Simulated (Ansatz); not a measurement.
Band gaps on a Γ-centred 6×6×6 mesh, computed with PBE with spin–orbit coupling in Ansatz (all-electron LAPW, point nucleus), no spin polarisation.

Problem. Which crystal has a gap of 1.61 eV, indirect?
A. InP (zinc blende, a = 5.960 Å)
B. CsCl (CsCl, a = 4.200 Å)
C. AlP (zinc blende, a = 5.510 Å)
D. SnTe (rock salt, a = 6.410 Å)
E. TlCl (CsCl, a = 3.900 Å)
F. CuI (zinc blende, a = 6.090 Å)

Solution. C. AlP 1.61 eV, indirect; InP 0.41 eV, direct; CsCl 4.97 eV, direct; TlCl 1.80 eV, indirect; CuI 0.93 eV, direct; SnTe 0.11 eV, direct.

A gap read on the mesh is an upper bound of this method's gap, since the mesh can miss a band edge. Semilocal functionals give gaps that mostly lie well below measured ones.
